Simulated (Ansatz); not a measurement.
# InSb: the cost of one run

Computed with Ansatz 0.2.0 (DFT PBEsol, scalar-relativistic, plane waves, PAW, unless a step's input says otherwise).

## 1. Starting point

It takes space group F-43m (No. 216, cubic). The conventional cell has a = 6.478 Å, b = 6.478 Å, c = 6.478 Å, α = 90.00°, β = 90.00°, γ = 90.00°. In (site symmetry -43m) is surrounded by 4 Sb at 2.81 Å. Sb (site symmetry -43m) is surrounded by 4 In at 2.81 Å.

Structure file:

```cif
data_structure
_symmetry_space_group_name_H-M 'F-43m'
_symmetry_Int_Tables_number 216
_cell_length_a 6.4782
_cell_length_b 6.4782
_cell_length_c 6.4782
_cell_angle_alpha 90.000
_cell_angle_beta 90.000
_cell_angle_gamma 90.000
_cell_volume 271.87
loop_
_atom_site_label
_atom_site_type_symbol
_atom_site_symmetry_multiplicity
_atom_site_Wyckoff_symbol
_atom_site_fract_x
_atom_site_fract_y
_atom_site_fract_z
_atom_site_occupancy
In1 In 4 a 0.00000 0.00000 0.00000 1
Sb1 Sb 4 c 0.25000 0.25000 0.25000 1
```

The cell is taken as given, not relaxed at this level.

## 2. Zero of energy

The reference gives a free energy of -11933.6466 eV, pressure 0.84 GPa, largest force 0.000 eV/Å and gap on the mesh none (metal). It was computed beforehand with the settings of the runs below.

## 3. Next: energy and stress against strain

The cell is strained by ε times the Voigt pattern (0, 0, 1, 0, 0, 0) (xx, yy, zz, yz, xz, xy; engineering shear), with fractional coordinates fixed (clamped ions). The stress on the pattern is the sum of the stress components weighted by it, tension positive.

## 4. ε = -0.0400

The input, input.yaml:

```yaml
crystal:
  lattice:
    - [0.0, 3.2391, 3.109536]
    - [3.2391, 0.0, 3.109536]
    - [3.2391, 3.2391, 0.0]
  atoms:
    - { symbol: In, position: [0.0, 0.0, 0.0] }
    - { symbol: Sb, position: [0.75, 0.75, 0.75] }
basis:
  ecutwfc: 420
kpoints:
  mp_grid: { grid: [12, 12, 12] }
hamiltonian:
  xc: pbesol
scf:
  occupations: { method: gaussian, width: 0.15 }
output:
  forces: true
  stress: true
  eigenvalues: true
  write_density: true
  write_potential: true
  elf: true
  volumetric_format: npy
```

Command:

```
$ ansatz run input.yaml --threads 1 --pin off --max-ram 2560MiB --backend cpu --events-out ev --progress --plain --runs-dir out
```

**Question.** How long does this run take on 1 thread of AMD EPYC (Zen 3), shared host, and how much memory does it need?

About 66 s, with a peak of 0.49 GiB.
